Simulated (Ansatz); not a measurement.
Sr (bcc type), DFT, PBE, all-electron LAPW, scalar-relativistic (Ansatz 0.2.0), on 1 thread of Arm Neoverse V1 (shared host).

Command: `ansatz run input.yaml --threads 1 --pin off --max-ram 2048MiB --backend cpu --events-out ev --progress --plain --runs-dir out`

```yaml
crystal:
  lattice:
    - [-2.1923538866, 2.1923538866, 2.1923538866]
    - [2.1923538866, -2.1923538866, 2.1923538866]
    - [2.1923538866, 2.1923538866, -2.1923538866]
  atoms:
    - { symbol: Sr, position: [0.0, 0.0, 0.0] }
kpoints:
  mp_grid: { grid: [11, 11, 11] }
scf:
  occupations: { method: fermi_dirac, width: 0.05 }
hamiltonian:
  xc: pbe
  pseudopotentials: { kind: all_electron, lapw: { basis_error: 0.001 } }
output:
  forces: true
  stress: true
  eigenvalues: true
  populations: true
```

Question: How large is the problem that the program sets up?

Answer: 56 irreducible k-points, 87 plane waves at Γ, 14 bands.

Question: About how long does it take?

Answer: 3.1 s of wall time for 7 SCF iterations. Times on shared machines scatter by tens of per cent.
